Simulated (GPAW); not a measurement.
Set up this calculation in GPAW 26.7.0, as an ASE script.

```yaml
Task: equation of state
Functional: LDA
Potentials_or_basis: the program's PAW data sets (release 1.2.1) made for this functional
Cutoff: 800 eV
Basis: pw
k_mesh: 5 × 5 × 3
Occupations: fermi-dirac, width 0.05 eV
Spin: no spin polarisation
Maxiter: 150
Eos_scales: "[0.94, 0.96, 0.98, 1.0, 1.02, 1.04, 1.06]"
```

MgS:

```xyz
4
Lattice="4.0346 0.0000 0.0000 -2.0173 3.4941 0.0000 0.0000 0.0000 6.4323" Properties=species:S:1:pos:R:3 pbc="T T T"
S     2.0173    1.1647    5.6556
S     0.0000    2.3294    2.4394
Mg    0.0000    2.3294    6.4050
Mg    2.0173    1.1647    3.1888
```

The cell comes from a database or a generator and needn't be the stable form of this composition.

These files were run (other wordings do the same):

run.py

```python
from ase import Atoms
from ase.eos import EquationOfState
from ase.io import Trajectory
from ase.units import GPa
from gpaw import GPAW, PW

atoms = Atoms(['S', 'S', 'Mg', 'Mg'],
              cell=[[4.0346224068, 0.0, 0.0],
                    [-2.0173112034, 3.494085499, 0.0],
                    [0.0, 0.0, 6.43229418]],
              scaled_positions=[[0.6666666667, 0.3333333333, 0.87924415],
                                [0.3333333333, 0.6666666667, 0.37924415],
                                [0.3333333333, 0.6666666667, 0.99575485],
                                [0.6666666667, 0.3333333333, 0.49575485]],
              pbc=True)

traj = Trajectory('eos.traj', 'w')
volumes, energies = [], []
for x in [0.94, 0.96, 0.98, 1.0, 1.02, 1.04, 1.06]:
    a = atoms.copy()
    a.set_cell(atoms.cell * x**(1 / 3), scale_atoms=True)
    calc = GPAW(mode=PW(800),
                xc='LDA',
                kpts={'size': (5, 5, 3), 'gamma': True},
                occupations={'name': 'fermi-dirac', 'width': 0.05},
                nbands=28,
                convergence={'density': 1e-05, 'energy': 1e-05},
                maxiter=150,
                txt=f'eos-{x:.2f}.txt')
    a.calc = calc
    energies.append(a.get_potential_energy(force_consistent=True))
    volumes.append(a.get_volume())
    p = -a.get_stress()[:3].mean() / GPa
    calc.write(f'eos-{x:.2f}.gpw')
    traj.write(a)
    print(f'{x:.2f} {volumes[-1]:10.4f} A^3 {energies[-1]:14.6f} eV {p:9.3f} GPa', flush=True)

v0, e0, B = EquationOfState(volumes, energies, eos='birchmurnaghan').fit()
print(f'V0 = {v0:.4f} A^3, E0 = {e0:.6f} eV, B0 = {B / GPa:.2f} GPa')
```

Potentials or basis: the program's PAW data sets (release 1.2.1) made for this functional, pw.

Launch:

```sh
$ OMP_NUM_THREADS=1 python run.py
```

It gave:

```
Equilibrium volume                        : 21.88 Å³/atom
Bulk modulus at fixed shape and positions : 62 GPa
Pressure derivative of the bulk modulus   : 4.1
```

Caveat: the cell was scaled at fixed shape and fractional positions, which overstates the stiffness of a crystal with free parameters, most of all of layers and chains.

Run time: 2.7 min on 1 thread of Arm Neoverse V2, with other jobs on the host, peak memory 0.37 GiB.
